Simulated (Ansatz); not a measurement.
As in Ansatz: the effect of functional

Crystal: As.

```xyz
2
Lattice="1.9177 1.1072 3.5830 -1.9177 1.1072 3.5830 0.0000 -2.2144 3.5830" Properties=species:S:1:pos:R:3 pbc="T T T"
As    0.0000    0.0000    2.4293
As    0.0000    0.0000    8.3197
```

The cell isn't the ideal one: volume scaled by 1.06.

Alike in all runs:

| Item | Value |
| --- | --- |
| Program | Ansatz 0.2.0 |
| Task | single point |
| Potentials or basis | Ansatz PAW |
| k mesh | 9 × 9 × 9 |
| Occupations | fermi-dirac, width 0.05 eV |
| Spin | no spin polarisation |

```csv
functional,cutoff,pressure (GPa)
LDA,420 eV (not typed: the program's choice for these potentials),?
PBEsol,420 eV (not typed: the program's choice for these potentials),-3.8
r2SCAN,500 eV (not typed: the program's choice for these potentials),-2.3
```

Task: What does the run with functional LDA give?

Result: Pressure -5.2 GPa.

Caveats: the PAW data sets come from PBE, with cores solved anew for the run's functional, which leaves a small shift of forces and pressure.
